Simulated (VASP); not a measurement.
Write the native input for VASP 6.6.1 that does the following.

```
Task                   : single point
Functional             : PBEsol
Potentials or basis    : VASP PAW PBE potentials, release 64 (Pb_d, S)
Cutoff                 : 520 eV
k mesh                 : 10 × 10 × 10
Occupations            : gaussian, width 0.02 eV
Spin                   : no spin polarisation
Further INCAR settings : ALGO = Fast; EDIFF = 1e-07; NBANDS = 17
```

The structure of PbS lies in POSCAR:

```
PbS
1.0
    0.0000000000      2.9880867000      2.9880867000
    2.9880867000      0.0000000000      2.9880867000
    2.9880867000      2.9880867000      0.0000000000
Pb S
1 1
Direct
    0.5000000000      0.5000000000      0.5000000000
    0.0000000000      0.0000000000      0.0000000000
```

The cell is a database's computed one.

These files were run (other wordings do the same):

INCAR

```
SYSTEM = PbS
  PREC = Accurate
  ENCUT = 520
  EDIFF = 1E-7
  ISMEAR = 0
  SIGMA = 0.02
  LREAL = .False.
  LASPH = .True.
  NELM = 60
  ALGO = Fast
  ISIF = 2
  LWAVE = .False.
  LCHARG = .False.
  GGA = PS
  NBANDS = 17
```

KPOINTS

```
Automatic mesh
0
Gamma
  10 10 10
  0 0 0
```

Potentials or basis: VASP PAW PBE potentials, release 64 (Pb_d, S).

Command:

```console
$ cat potpaw_PBE.64/Pb_d/POTCAR potpaw_PBE.64/S/POTCAR > POTCAR
$ mpirun -np 1 vasp_std > vasp.out
```

Results of the run:

| Item | Value |
| --- | --- |
| Pressure | -2.1 GPa |
| Band gap on the k mesh | 0.34 eV, direct |

Caveat: the PAW data sets were made with another functional, which shifts forces and pressure a little; spin-orbit coupling is left out, which as a rule narrows the gap of such compounds by several tenths of an eV.

Run time: 29 s on 1 thread of Intel(R) Xeon(R) Platinum 8488C (Sapphire Rapids), with other jobs on the host, peak memory 0.19 GiB.
